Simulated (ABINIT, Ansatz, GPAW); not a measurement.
**TiAl: the functional in 3 programs**

The structure is tetragonal, space group P4/mmm (No. 123). The conventional cell has a = 2.837 Å, b = 2.837 Å, c = 4.059 Å, α = 90.00°, β = 90.00°, γ = 90.00°. Ti (site symmetry 4/mmm) has 4 Ti at 2.84 Å and 8 Al at 2.85 Å as nearest neighbours. Al (site symmetry 4/mmm) has 4 Al at 2.84 Å and 8 Ti at 2.85 Å as nearest neighbours.

Kept alike: task band structure; k mesh 9 × 9 × 7; occupations fermi-dirac, width 0.05 eV; no spin polarisation. The mesh is that of the run's cell of 2 atoms. No spin-orbit coupling.

- A: ABINIT, JTH PAW PBE v2.0, made for PBE, cutoff 490 eV
- B: GPAW; the program's PAW data sets (release 1.2.1) made for this functional (LDA); GPAW PAW data sets (gpaw-data 1.2.1) (PBE); PAW data sets generated for this functional (PBEsol), cutoff 600 eV
- C: Ansatz, all-electron LAPW, scalar-relativistic

| functional | A: pressure (GPa) | B: pressure (GPa) | C: pressure (GPa) |
| --- | --- | --- | --- |
| LDA | -6.70 | -7.37 | -7.31 |
| PBE | -0.60 | -0.80 | -0.69 |
| PBEsol | -3.60 | -3.96 | -3.92 |

Pressure is positive in compression; plane-wave values hold the error of the finite cutoff. Values on potentials made for another functional: A at LDA, PBEsol. For a metal such a mesh leaves the last digits unconverged.

Question: How large is the effect of the functional, and do the programs agree on it?

Answer: From LDA to PBE the pressure moves by +6.10 in A, +6.57 in B, +6.62 in C (GPa). Row by row the programs differ by 0.20 to 0.67, and over this span the shifts, as printed, agree within about 8 %. Shifts from LDA: PBE +6.10, +6.57, +6.62; PBEsol +3.10, +3.41, +3.39; the programs' shifts differ by up to 0.52.
